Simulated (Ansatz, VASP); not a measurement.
**BN in VASP and in Ansatz**

```
CELL_PARAMETERS angstrom
2.70683 -0.05621 0.02410
-1.39429 2.24532 0.07507
-0.62722 -0.97366 3.09957
ATOMIC_POSITIONS crystal
B 0.97471 0.95673 0.99721
N 0.67344 0.35915 0.98960
```

Alike in both runs: task single point; functional PBE; k mesh 14 × 14 × 14; occupations gaussian, width 0.02 eV; no spin polarisation.

```csv
,VASP,Ansatz
version,VASP 6.6.1,Ansatz 0.2.0
potentials or method,"VASP PAW PBE potentials, release 64 (B, N)","scalar-relativistic, plane waves, PAW"
plane-wave cutoff (eV),520,420
valence electrons in the cell,8,8
```

|  | VASP | Ansatz | Ansatz less VASP |
| --- | --- | --- | --- |
| gap on the k mesh at the Fermi level (eV) | 3.10 | 3.10 | +0.006 |
| least direct gap on the mesh (eV) | 3.79 | 3.80 | +0.006 |
| pressure (GPa) | -12.2 | -12.1 | +0.13 |
| largest component of the traceless stress (GPa) | 39.82 | 39.79 | -0.037 |
| rms of the force components (eV/Å) | 3.804 | 3.804 | +0.0004 |

Atom by atom the forces differ by 0.002 eV/Å (rms over components).

Caveats: forces of over 1 eV/Å show positions far from the minimum, so gaps and moduli don't describe the material at rest. A k mesh can miss the band edges.
